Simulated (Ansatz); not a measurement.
**TiTe2 (CdI2 type): a single-point run**

Aim: a sound single-point run of TiTe2 (CdI2 type). The structure is shown as the input types it.

Computed with Ansatz 0.2.0 (Kohn-Sham DFT, with the functional, basis and potentials that each input names (as first typed), unless a step's input says otherwise).

2 further runs of the same task are left out: 1 that didn't finish, 1 set aside as unsound or not needed.

## Step 1: The system as given

It takes space group P-3m1 (No. 164, trigonal). Conventional cell: a = 3.815 Å, b = 3.815 Å, c = 6.768 Å, α = 90.00°, β = 90.00°, γ = 120.00°. Ti (site symmetry -3m) has 6 Te at 2.77 Å as nearest neighbours. Te (site symmetry 3m) has 3 Ti at 2.77 Å as nearest neighbours.

As a file:

```cif
data_structure
_symmetry_space_group_name_H-M 'P-3m1'
_symmetry_Int_Tables_number 164
_cell_length_a 3.8152
_cell_length_b 3.8152
_cell_length_c 6.7680
_cell_angle_alpha 90.000
_cell_angle_beta 90.000
_cell_angle_gamma 120.000
_cell_volume 85.31
loop_
_atom_site_label
_atom_site_type_symbol
_atom_site_symmetry_multiplicity
_atom_site_Wyckoff_symbol
_atom_site_fract_x
_atom_site_fract_y
_atom_site_fract_z
_atom_site_occupancy
Ti1 Ti 1 a 0.00000 0.00000 0.00000 1
Te1 Te 2 d 0.33333 0.66667 0.24920 1
```

## Step 2: The calculation

Input file input.yaml:

```yaml
crystal:
  lattice:
    - [3.815155943733, 2.886735404003e-11, 0.0]
    - [-1.907577971891, 3.304021966657, 0.0]
    - [0.0, 0.0, 6.767989229]
  atoms:
    - { symbol: Ti, position: [0.0, 0.0, 0.0] }
    - { symbol: Te, position: [0.3333333333333, 0.6666666666667, 0.2492036582] }
    - { symbol: Te, position: [0.6666666666667, 0.3333333333333, 0.7507963418] }
basis:
  ecutwfc: 500
  ecutrho_ratio: 4
kpoints:
  mp_grid: { grid: [10, 10, 6] }
hamiltonian:
  xc: r2scan
  hubbard: { sites: [{ species: Ti, l: d, u_eff: 40.0 }] }
scf:
  occupations: { method: gaussian, width: 0.05 }
  max_iter: 100
output:
  forces: true
  stress: true
```

Run with:

```bash
$ ansatz run input.yaml --threads 4 --pin off --max-ram 7168MiB --backend cpu --events-out ev --progress --plain --runs-dir out
```

**Question.** How will this run end, and is anything wrong with its input?

This run ends as converged. It gives a pressure of 37 GPa and a largest force of 4.5 eV/Å, which is large; a structure far from rest gives such values too, whatever the setting.

In the input, hamiltonian.hubbard.sites is [{species: Ti, l: d, u_eff: 40.0}]. The U is far outside the few eV that correlated shells need; it reshapes the shell's occupations.

To check: delete hamiltonian.hubbard.sites.
